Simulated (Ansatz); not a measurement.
Write the native input for Ansatz 0.2.0 that does the following.

- Task: band structure
- Functional: PBE
- Potentials or basis: SPMS NC
- Cutoff: 1034 eV (not typed: the program's choice for these potentials)
- k mesh: 13 × 13 × 13
- Occupations: fermi-dirac, width 0.05 eV
- Spin: no spin polarisation
- Path: [["G", "X", "W", "K", "G", "L", "U", "W", "L", "K"], ["U", "X"]]
- Points for each segment of the path: 14

C:

```
C
1.0
     0.00000    1.78337    1.78337
     1.78337    0.00000    1.78337
     1.78337    1.78337    0.00000
C
2
Direct
  0.75000 0.75000 0.75000
  0.50000 0.50000 0.50000
```

This isn't the form of C at room conditions, which is graphite.

The input as run:

input.yaml

```yaml
crystal:
  lattice:
    - [0.0, 1.78337, 1.78337]
    - [1.78337, 0.0, 1.78337]
    - [1.78337, 1.78337, 0.0]
  atoms:
    - { symbol: C, position: [0.75, 0.75, 0.75] }
    - { symbol: C, position: [0.5, 0.5, 0.5] }
hamiltonian:
  xc: pbe
  pseudopotentials: { kind: nc, source: spms }
kpoints:
  mp_grid: { grid: [13, 13, 13] }
  band_path:
    path:
      - [[0.0, 0.0, 0.0], [0.5, 0.0, 0.5], [0.5, 0.25, 0.75], [0.375, 0.375, 0.75], [0.0, 0.0, 0.0], [0.5, 0.5, 0.5], [0.625, 0.25, 0.625], [0.5, 0.25, 0.75], [0.5, 0.5, 0.5], [0.375, 0.375, 0.75]]
      - [[0.625, 0.25, 0.625], [0.5, 0.0, 0.5]]
    npoints: 14
scf:
  occupations: { method: fermi_dirac, width: 0.05 }
  n_extra_bands: 6
output:
  forces: true
  stress: true
  eigenvalues: true
  fatbands: true
  write_density: true
  write_potential: true
  elf: true
  volumetric_format: npy
```

Potentials or basis: SPMS NC.

Launch:

```console
$ ansatz run input.yaml --threads 2 --pin off --max-ram 5632MiB --backend cpu --events-out ev --progress --plain --runs-dir out
```

Results of the run:

The pressure is 2.3 GPa and the band gap on the k mesh is 4.20 eV, indirect (least direct gap 5.63 eV). The band gap along the path is 4.18 eV, indirect (least direct gap 5.63 eV).

Caveat: the pressure holds a Pulay correction of +0.8 GPa for the finite cutoff.

It took 1.9 s on 2 threads of Intel(R) Xeon(R) Platinum 8259CL CPU @ 2.50GHz (Skylake/Cascade Lake), with other jobs on the host, peak memory 0.33 GiB.
